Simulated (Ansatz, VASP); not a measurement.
Two plane-wave programs on As

```
As
1.0
     3.29400    0.00000    0.00000
    -1.64700    2.85269    0.00000
     0.00000    0.00000   28.00000
As
2
Direct
  0.33333 0.66667 0.53171
  0.66667 0.33333 0.46829
```

Alike in both runs: task single point; functional LDA; k mesh 9 × 9 × 1; occupations gaussian, width 0.02 eV; no spin polarisation.

|  | VASP | Ansatz |
| --- | --- | --- |
| version | VASP 6.6.1 | Ansatz 0.2.0 |
| potentials or method | VASP PAW LDA potentials, release 64 (As) | scalar-relativistic, plane waves, PAW |
| plane-wave cutoff (eV) | 520 | 420 |
| valence electrons in the cell | 10 | 30 |

```csv
,VASP,Ansatz,Ansatz less VASP
rms of the force components (eV/Å),1.543,1.572,+0.0289
```

Atom by atom the forces differ by 0.029 eV/Å (rms over components). The two sets of potentials don't hold the same shells in valence.
